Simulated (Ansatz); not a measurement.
**Ge: band structure with PBEsol**

**Measured values to compare with.**

“Electronic and optical properties of SixGe1-x-ySny alloys lattice-matched to Ge”, 2021, arxiv:2109.02782 reports, for a bulk crystal of Ge at 293 K: band gap 0.666 eV (indirect).

Crystal: Ge.

```
CELL_PARAMETERS angstrom
0.00000 2.82891 2.82891
2.82891 0.00000 2.82891
2.82891 2.82891 0.00000
ATOMIC_POSITIONS crystal
Ge 0.75000 0.75000 0.75000
Ge 0.50000 0.50000 0.50000
```

* Program: Ansatz 0.2.0
* Task: band structure
* Functional: PBEsol
* Potentials or basis: Ansatz PAW
* Cutoff: 420 eV (not typed: the program's choice for these potentials)
* k mesh: 8 × 8 × 8
* Occupations: fermi-dirac, width 0.05 eV
* Spin: no spin polarisation
* Path: [["G", "X", "W", "K", "G", "L", "U", "W", "L", "K"], ["U", "X"]]
* Points for each segment of the path: 14

```
Pressure               : 0.6 GPa
Band gap on the k mesh : none (metal or under the smearing width)
```

Levels at the corners of the path, in eV from the Fermi level:
```tsv
point	band 11	band 12	band 13	band 14	band 15	band 16	band 17	band 18
Γ	-12.81	-0.04	-0.02	-0.02	-0.02	2.51	2.51	2.51
X	-8.92	-8.92	-3.11	-3.11	0.64	0.64	9.46	9.46
W	-8.82	-8.82	-3.96	-3.96	4.26	4.26	4.61	4.61
K	-9.39	-8.33	-4.39	-2.66	1.06	4.00	7.14	7.33
Γ	-12.81	-0.04	-0.02	-0.02	-0.02	2.51	2.51	2.51
L	-10.72	-7.64	-1.43	-1.43	0.10	3.68	3.68	6.94
U	-9.39	-8.33	-4.39	-2.66	1.06	4.00	7.14	7.33
W	-8.82	-8.82	-3.96	-3.96	4.26	4.26	4.61	4.61
L	-10.72	-7.64	-1.43	-1.43	0.10	3.68	3.68	6.94
K	-9.39	-8.33	-4.39	-2.66	1.06	4.00	7.14	7.33
U	-9.39	-8.33	-4.39	-2.66	1.06	4.00	7.14	7.33
X	-8.92	-8.92	-3.11	-3.11	0.64	0.64	9.46	9.46
```

Wall time 1.6 s on 2 threads of AMD EPYC 7B13 (Zen 3) (shared host), peak memory 0.38 GiB.

Measured gap of Ge: 0.666 eV (indirect; 293 K; “Electronic and optical properties of SixGe1-x-ySny alloys lattice-matched to Ge”, 2021, arxiv:2109.02782). This calculation gives 0.00 eV (-0.67 eV). 3 values of this kind are on record (0.666 to 0.807 eV); this one was drawn at random among those near their median. Spin-orbit coupling on Ge is left out. The value is that of PBEsol on a finite k mesh, which can miss the band edges, without temperature or zero-point motion. Semilocal functionals fall short of measured gaps as a rule.

Caveat: the PAW data sets come from PBE, with cores solved anew for the run's functional, which leaves a small shift of forces and pressure; this crystal is a semiconductor, whose small gap the functional closes, so the metal is an error of the method.
